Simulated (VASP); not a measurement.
# HOs (P1) in VASP: density of states with PBE

Aim: the density of states of HOs with PBE.

All numbers are computed with VASP 6.6.1; they aren't measurements. Logs are shortened: lines on timing, memory, paths and dates and some standing lists are left out, and cuts for length are marked.

## (1) The crystal as given

The typed cell holds 2 atoms: a = 3.155 Å, b = 2.979 Å, c = 2.937 Å, α = 57.93°, β = 62.04°, γ = 61.46°.

The cell was built by a generator and needn't be a form met in nature.

## (2) Density of states, PBE

POSCAR

```
HOs
1.0
   -0.1268240000      2.2120720000      2.2466800000
    2.1250090000      0.0317600000      2.0880970000
    2.1122490000      2.0407290000      0.0445200000
Os H
1 1
Direct
    0.9751080000      0.0219970000      0.9926020000
    0.4824240000      0.5130880000      0.5060990000
```

INCAR.step1

```
ALGO = Normal ; EDIFF = 1E-7
ENCUT = 520 ; GGA = PE
ISIF = 2 ; ISMEAR = -1
LASPH = True ; LCHARG = True
LMAXMIX = 4 ; LREAL = False
LWAVE = False ; NBANDS = 12
NELM = 100 ; PREC = Accurate
SIGMA = 0.1
```

KPOINTS.step1

```
Automatic mesh
0
Gamma
  7 7 7
  0.5 0 0
```

INCAR.step2

```
ALGO = Normal ; EDIFF = 1E-7
ENCUT = 520 ; GGA = PE
ICHARG = 11 ; ISIF = 2
ISMEAR = -5 ; LASPH = True
LCHARG = False ; LMAXMIX = 4
LORBIT = 11 ; LREAL = False
LWAVE = False ; NEDOS = 1001
NELM = 100 ; PREC = Accurate
SIGMA = 0.1
```

KPOINTS.step2

```
k-points
0
Gamma
  11 11 11
```

Potentials or basis: VASP PAW PBE potentials, release 64 (Os, H).

Command:

```
> cat potpaw_PBE.64/Os/POTCAR potpaw_PBE.64/H/POTCAR > POTCAR
> cp INCAR.step1 INCAR
> cp KPOINTS.step1 KPOINTS
> mpirun -np 1 vasp_std > vasp.out
> cp INCAR.step2 INCAR
> cp KPOINTS.step2 KPOINTS
> mpirun -np 1 vasp_std > vasp.out
```

OUTCAR:

```text
EDIFF = 1E-7
   ENCUT = 520
   GGA = PE
   ICHARG = 11
   ISIF = 2
   ISMEAR = -5
   LASPH = True
   LORBIT = 11
   LREAL = False
   NELM = 100
   PREC = Accurate

 ion  position               nearest neighbor table
   1  0.975  0.022  0.993-   2 2.07
   2  0.482  0.513  0.506-   1 2.07

  LATTYP: Found a triclinic cell.
 ALAT       =     8.1126193300
 B/A-ratio  =     0.9471218591
 C/A-ratio  =     1.1304870963
 COS(alpha) =     0.0028630396
 COS(beta)  =     0.6217592139
 COS(gamma) =     0.7842284788

  Lattice vectors:

 A1 = (  -6.6286750000,   4.3288640000,  -1.7709310000)
 A2 = (  -2.2773530000,   6.1982500000,  -3.9285710000)
 A3 = (  -8.7154040000,  -1.7298030000,   2.2717030000)

Analysis of symmetry for initial positions (statically):
=====================================================================
 Subroutine PRICEL returns:
 Original cell was already a primitive cell.

 Routine SETGRP: Setting up the symmetry group for a
 triclinic supercell.

 Subroutine GETGRP returns: Found  1 space group operations
 (whereof  1 operations were pure point group operations)
 out of a pool of  2 trial point group operations.

The static configuration has the point symmetry C_1 .

Analysis of symmetry for dynamics (positions and initial velocities):
=====================================================================
 Subroutine PRICEL returns:
 Original cell was already a primitive cell.

 Routine SETGRP: Setting up the symmetry group for a
 triclinic supercell.

 Subroutine GETGRP returns: Found  1 space group operations
 (whereof  1 operations were pure point group operations)
 out of a pool of  2 trial point group operations.

The dynamic configuration has the point symmetry C_1 .

 Subroutine INISYM returns: Found  1 space group operations
 (whereof  1 operations are pure point group operations),
 and found     1 'primitive' translations

----------------------------------------------------------------------------------------

                                     Primitive cell

  volume of cell :      19.6797

  direct lattice vectors                    reciprocal lattice vectors
    -0.126824000  2.212072000  2.246680000    -0.216458349  0.219311511  0.216949024
     2.125009000  0.031760000  2.088097000     0.227970614 -0.241426652  0.250576531
     2.112249000  2.040729000  0.044520000     0.231084630  0.256053037 -0.239064164

  length of vectors
     3.155458427  2.979399441  2.937371737     0.376853599  0.415988013  0.419660504

  position of ions in fractional coordinates (direct lattice)
     0.975108000  0.021997000  0.992602000
     0.482424000  0.513088000  0.506099000

  ion indices of the primitive-cell ions
   primitive index   ion index
                 1           1
                 2           2

----------------------------------------------------------------------------------------

 KPOINTS: k-points

Automatic generation of k-mesh.
 Grid dimensions read from file:
 generate k-points for:   11   11   11

 Generating k-lattice:

  Cartesian coordinates                     Fractional coordinates (reciprocal lattice)
    -0.019678032  0.019937410  0.019722639     0.090909091  0.000000000  0.000000000
     0.020724601 -0.021947877  0.022779685     0.000000000  0.090909091  0.000000000
     0.021007694  0.023277549 -0.021733106    -0.000000000 -0.000000000  0.090909091

  Length of vectors
     0.034259418  0.037817092  0.038150955

  Shift w.r.t. Gamma in fractional coordinates (k-lattice)
     0.000000000  0.000000000  0.000000000

 TETIRR: Found   3990 inequivalent tetrahedra from     7986

 Subroutine IBZKPT returns following result:
 ===========================================

 Found    666 irreducible k-points:

 Following reciprocal coordinates:
            Coordinates               Weight
  0.000000  0.000000  0.000000      1.000000
  0.090909  0.000000 -0.000000      2.000000
  0.181818  0.000000 -0.000000      2.000000
  0.272727 -0.000000 -0.000000      2.000000
  0.363636  0.000000 -0.000000      2.000000
  0.454545  0.000000 -0.000000      2.000000
[... 16 lines left out ...]
  0.454545  0.181818  0.000000      2.000000
 -0.454545  0.181818  0.000000      2.000000
 [... further k-points ...]
   k-points           NKPTS =    666   k-points in BZ     NKDIM =    666   number of bands    NBANDS=      8
   number of dos      NEDOS =   1001   number of ions     NIONS =      2
   total plane-waves  NPLWV =  13824
   dimension x,y,z NGX =    24 NGY =   24 NGZ =   24
   dimension x,y,z NGXF=    48 NGYF=   48 NGZF=   48
   ions per type =               1   1
   NGX,Y,Z   is equivalent  to a cutoff of  12.64, 13.39, 13.58 a.u.
   NGXF,Y,Z  is equivalent  to a cutoff of  25.29, 26.78, 27.17 a.u.
 SYSTEM =  unknown system
   PREC   = accura    normal or accurate (medium, high low for compatibility)
   ISTART =      0    job   : 0-new  1-cont  2-samecut
   ICHARG =     11    charge: 1-file 2-atom 10-const
   ISPIN  =      1    spin polarized calculation?
   LNONCOLLINEAR =      F non collinear calculations
   LSORBIT =      F    spin-orbit coupling
   LASPH  =      T    aspherical Exc in radial PAW
   ENCUT  =  520.0 eV  38.22 Ry    6.18 a.u.   5.87  5.54  5.46*2*pi/ulx,y,z
   NELM   =    100;   NELMIN=  2; NELMDL=  0     # of ELM steps
   EDIFF  = 0.1E-06   stopping-criterion for ELM
   LREAL  =      F    real-space projection
   EDIFFG = 0.1E-05   stopping-criterion for IOM
   NSW    =      0    number of steps for IOM
   IBRION =     -1    ionic relax: 0-MD 1-quasi-New 2-CG
   NFREE  =      0    steps in history (QN), initial steepest desc. (CG)
   ISIF   =      2    stress and relaxation
   ISYM   =      2    0-nonsym 1-usesym 2-fastsym
   POTIM  = 0.5000    time-step for ionic-motion
   TEBEG  =    0.0;   TEEND  =   0.0 temperature during run
   PSTRESS=    0.0 pullay stress
   NELECT =       9.0000    total number of electrons
   NUPDOWN=      -1.0000    fix difference up-down
   EMIN   =  10.00;   EMAX   =-10.00  energy-range for DOS
   EFERMI =   0.00;   METHOD = LEGACY
   ISMEAR =    -5;   SIGMA  =   0.10  broadening in eV -4-tet -1-fermi 0-gaus
   EFERMI_NEDOS =   21; number of points for ismear=-14 and -15
   IALGO  =     38    algorithm
   IMIX   =      4    mixing-type and parameters
     AMIX     =   0.40;   BMIX     =  1.00
     AMIX_MAG =   1.60;   BMIX_MAG =  1.00
  volume/ion in A,a.u.               =       9.84        66.40
  Fermi-wavevector in a.u.,A,eV,Ry     =   1.261294  2.383501 21.645015  1.590864
  Thomas-Fermi vector in A             =   2.394761
   LORBIT       =     11    0 simple, 1 ext, 2 COOP (PROOUT), +10 PAW based schemes
   GGA     = PE    functional components
   LHFCALC =     F    Hartree Fock is set to
   AEXX    =    0.0000 exact exchange contribution
   IVDW    =     0    specifies the selected vdW correction
   LEPSILON=     F    determine dielectric tensor
   LRPA    =     F    only Hartree local field effects (RPA)
 non-spin polarized calculation
 Fermi weights with tetrahedron method with Bloechl corrections
  energy-cutoff  :      520.00
  volume of cell :       19.68
 maximum number of plane-waves:       549

 number of electron       9.0000000 magnetization

 Free energy of the ion-electron system (eV)
  ---------------------------------------------------
  ext. energy  EPLUGINS =         0.00000000
  ---------------------------------------------------
  free energy    TOTEN  =       -13.14869547 eV

  energy without entropy =      -13.14869547  energy(sigma->0) =      -13.14869547

 E-fermi :   6.7071     XC(G=0): -12.7136

 val. band max:        6.8836362683   @ k =   0.4545   0.0000   0.4545
 cond. band min:       6.6030141869   @ k =  -0.0909   0.2727   0.0000
 fundamental gap:     -0.2806220814
 Fermi energy:         6.7070917871

 k-point     1 :       0.0000    0.0000    0.0000
  band No.  band energies     occupation
      1      -4.7999      2.00000
      2       3.3829      2.00000
      3       4.1519      2.00000
      4       4.7933      2.00000
      5       5.9259      2.00000
      6       6.2331      2.00000
      7      15.0765      0.00000
      8      18.4600      0.00000

 k-point     2 :       0.0909    0.0000   -0.0000
  band No.  band energies     occupation
      1      -4.5786      2.00000
      2       3.2728      2.00000
      3       4.1649      2.00000
      4       4.8254      2.00000
      5       5.9434      2.00000
      6       6.2276      2.00000
      7      14.1591      0.00000
      8      19.0825      0.00000

 k-point     3 :       0.1818    0.0000   -0.0000
  band No.  band energies     occupation
      1      -3.9366      2.00000
      2       2.9555      2.00000
      3       4.1423      2.00000
      4       4.8415      2.00000
      5       6.0784      2.00000
      6       6.3097      2.02662
      7      12.6541      0.00000
      8      19.3938      0.00000
[... 210 lines left out ...]
 k-point    23 :       0.4545    0.1818    0.0000
  band No.  band energies     occupation
      1      -1.1443      2.00000
      2       1.7460      2.00000
      3       3.7050      2.00000
      4       4.9983      2.00000
      5       7.2590     -0.22049
      6       7.4442      0.00000
      7      10.4051      0.00000
      8      16.1957      0.00000

 k-point    24 :      -0.4545    0.1818    0.0000
  band No.  band energies     occupation
      1      -0.3821      2.00000
      2       1.1829      2.00000
      3       3.7635      2.00000
      4       4.8837      2.00000
      5       7.1465     -0.00102
      6       8.0695      0.00000
      7       9.7440      0.00000
      8      15.8623      0.00000

 [... further k-points ...]

------------------------ aborting loop because EDIFF is reached ----------------------------------------

  FORCE on cell =-STRESS in cart. coord.  units (eV):
  Direction    XX          YY          ZZ          XY          YZ          ZX
  --------------------------------------------------------------------------------------
  -------------------------------------------------------------------------------------
  Total       -4.9740757     -4.0149149     -4.4082276      0.7259584     -1.2541532      0.4816530
  in kB     -404.9537596   -326.8657300   -358.8864472     59.1023574   -102.1042069     39.2127538
  external PRESSURE =    -363.5686456 kB  Pullay stress =       0.0000000 kB

 VOLUME and BASIS-vectors are now :
 -----------------------------------------------------------------------------
  energy-cutoff  :      520.00
  volume of cell :       19.68
      direct lattice vectors                 reciprocal lattice vectors
    -0.126824000  2.212072000  2.246680000    -0.216458349  0.219311511  0.216949024
     2.125009000  0.031760000  2.088097000     0.227970614 -0.241426652  0.250576531
     2.112249000  2.040729000  0.044520000     0.231084630  0.256053037 -0.239064164

 POSITION                                       TOTAL-FORCE (eV/Angst)
 -----------------------------------------------------------------------------------
      2.01970      4.18334      2.28088        -0.008762     -0.059866      0.000008
      2.09814      2.11626      2.17776         0.008762      0.059866     -0.000008
 -----------------------------------------------------------------------------------
    total drift:                                0.000395     -0.000211     -0.000361

  FREE ENERGIE OF THE ION-ELECTRON SYSTEM (eV)
  ---------------------------------------------------
  free  energy   TOTEN  =       -13.1486954735 eV

  energy  without entropy=      -13.1486954735  energy(sigma->0) =      -13.14869547

 total charge

# of ion       s       p       d       tot
------------------------------------------
    1        0.468   0.489   5.925   6.882
    2        0.428   0.034   0.000   0.462
--------------------------------------------------
tot          0.896   0.524   5.925   7.344
```

It took 86 s on 1 thread of Intel Xeon Platinum 8259CL at 2.50GHz (Skylake/Cascade Lake), shared host; peak memory 0.25 GiB.

What came out:

```yaml
Valence_electrons_inside_the_program's_atomic_spheres: Os 6.88; H 0.46
```

States per cell in windows of 0.5 eV (zero at the Fermi level; states under -8 eV left out):
```csv
from (eV),total,Os1_d,Os1_s,Os1_p,H2_s,H2_p,H2_d
-8.0,0.51,0.16,0.04,0.05,0.10,0.00,0.00
-7.5,0.40,0.11,0.02,0.05,0.09,0.00,0.00
-7.0,0.14,0.04,0.01,0.02,0.03,0.00,0.00
-6.5,0.03,0.01,0.00,0.00,0.00,0.00,0.00
-6.0,0.05,0.02,0.01,0.00,0.00,0.00,0.00
-5.5,0.16,0.08,0.02,0.01,0.01,0.00,0.00
-5.0,0.60,0.41,0.04,0.02,0.01,0.00,0.00
-4.5,0.76,0.54,0.03,0.04,0.01,0.00,0.00
-4.0,0.32,0.25,0.01,0.01,0.00,0.00,0.00
-3.5,1.04,0.78,0.02,0.06,0.00,0.01,0.00
-3.0,0.80,0.59,0.02,0.05,0.00,0.00,0.00
-2.5,0.57,0.45,0.01,0.03,0.00,0.00,0.00
-2.0,0.71,0.59,0.01,0.02,0.00,0.00,0.00
-1.5,0.77,0.65,0.01,0.02,0.00,0.00,0.00
-1.0,0.59,0.52,0.00,0.02,0.00,0.00,0.00
-0.5,0.63,0.58,0.00,0.01,0.00,0.00,0.00
0.0,0.89,0.83,0.01,0.01,0.00,0.00,0.00
0.5,0.77,0.71,0.01,0.01,0.00,0.00,0.00
1.0,0.40,0.35,0.01,0.01,0.01,0.00,0.00
1.5,0.30,0.23,0.01,0.02,0.01,0.00,0.00
2.0,0.25,0.17,0.01,0.02,0.01,0.00,0.00
2.5,0.19,0.11,0.01,0.02,0.01,0.00,0.00
3.0,0.21,0.11,0.04,0.02,0.01,0.00,0.00
3.5,0.16,0.07,0.03,0.02,0.01,0.00,0.00
4.0,0.26,0.10,0.08,0.01,0.02,0.00,0.00
4.5,0.56,0.19,0.17,0.02,0.05,0.00,0.00
5.0,0.53,0.16,0.14,0.02,0.08,0.00,0.00
5.5,0.31,0.08,0.06,0.02,0.07,0.00,0.00
6.0,0.27,0.07,0.04,0.03,0.05,0.00,0.00
6.5,0.17,0.04,0.02,0.03,0.02,0.00,0.00
7.0,0.15,0.04,0.02,0.04,0.02,0.00,0.00
7.5,0.18,0.04,0.01,0.05,0.02,0.00,0.00
```

Caveat: the k mesh is coarse (spacing up to 0.38 Å⁻¹), so the values aren't converged; the cell as given lies far from equilibrium; tetrahedron occupations give inexact forces and stress in metals. The run has no spin-orbit coupling, so splittings on Os are missing.
